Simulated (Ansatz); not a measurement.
A 14-atom cell of Hf3N4 (I-43d) from a materials database, relaxed with r2SCAN in the PAW code Ansatz: it is cubic, I-43d (No. 220); a = 6.707 Å in the conventional setting, 10.78 Å³ an atom. Hf is surrounded by 8 N at 2.19–2.46 Å; N is surrounded by 6 Hf at 2.19–2.46 Å. The primitive cell holds 14 atoms in 150.88 Å³. No magnetic order and no zero-point or thermal motion.

Computed values: Without spin-orbit coupling PBE's valence top is a threefold level at Γ and the gap is 1.006 eV; with it the level splits into four states above two, Δ₀ = 0.247 eV apart. HSE06 (4×4×4) gives a least gap of 1.95 eV, direct. r2SCAN's ε∞ is 10.08.

(1) If the centre of gravity stays and the conduction band doesn't move, what gap follows with spin-orbit coupling?

(2) At what wavelength does absorption set in by HSE06, excitons left aside?

(3) What refractive index and reflectivity at normal incidence follow, below the gap and above the phonons?

Results:

(1) The fourfold level rises by Δ₀/3 = 0.082 eV and the twofold one falls by 2Δ₀/3, so E_g ≈ 1.006 − 0.082 = 0.924 eV. The PBE+SOC run gives 0.905 eV, -0.019 eV from the estimate.

(2) λ = 1239.84 eV nm/E: 636 nm for the least gap. The direct edge lies in the visible range.

(3) n = √10.08 = 3.175; R = ((n − 1)/(n + 1))² = (2.175/4.175)² = 27.1 % a face.

Only the levels marked +SOC include spin-orbit coupling.

The meshes of the hybrids are coarse, so their gaps aren't converged to the digits shown.

For a response run the program warns that the ground state's bands aren't all converged, so ε∞ carries an extra error.
